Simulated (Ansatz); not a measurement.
Ionic part of the dielectric constant of MgO at 4 GPa, mode by mode

These are results of DFT PBE, scalar-relativistic, plane waves, PAW (Ansatz 0.2.0), not measurements. Plane waves to 420 eV; Γ-centred k mesh 10×10×10; fixed occupations. No spin polarisation. Phonons by linear response, acoustic sum rule imposed.

Symmetry: Fm-3m, No. 225, cubic system. The conventional cell has a = 4.218 Å, b = 4.218 Å, c = 4.218 Å, α = 90.00°, β = 90.00°, γ = 90.00°. Mg (site symmetry m-3m) has 6 O at 2.11 Å as nearest neighbours. Around O (site symmetry m-3m) lie 6 Mg at 2.11 Å.

The primitive cell has V = 18.76 Å³ and ε∞,yy = 3.209. Each polar mode adds Δε = (4.92064×10⁷/V)·S/ν² along y, with S its oscillator strength in e²/amu, ν in cm⁻¹ and V in Å³.

Question: From these modes, find each Δε and ε0,yy.
```csv
ν (cm⁻¹),S_yy (e²/amu)
388.3,0.4094
```

Answer:
```csv
ν (cm⁻¹),Δε
388.3,7.12
```

The sum is 7.121, so ε0,yy = 10.33; the run's tensor has 10.33.

Question: Where do the longitudinal modes lie for a wave vector along y?

Answer: At 697 cm⁻¹. The Lyddane–Sachs–Teller product Π(ν_LO/ν_TO)² = 3.22 matches ε0/ε∞ = 3.22.

Cost: 1 run of about 0.2 core-minutes, on Arm Neoverse V1 (shared hosts).

Most of the static dielectric response of MgO comes from the lattice: the single polar mode at 388.3 cm⁻¹ adds 7.12 to an electronic part of only 3.209. In this mode the Mg and O sublattices move against each other, and its oscillator strength, taken with their reduced mass, implies Born charges close to the formal divalent values, as expected for a strongly ionic oxide with little dynamic covalency. The wide gap between filled O 2p and empty Mg 3s-derived states keeps the electronic polarisability small. The macroscopic field of the longitudinal mode is therefore weakly screened, which lifts it to 697 cm⁻¹. The electronic part is somewhat larger than the known optical value, probably because PBE underestimates the band gap. With one polar mode, the Lyddane–Sachs–Teller agreement confirms internal consistency, not accuracy against experiment. Compression normally stiffens the transverse mode and so lowers the ionic part, but a single pressure cannot show that trend.
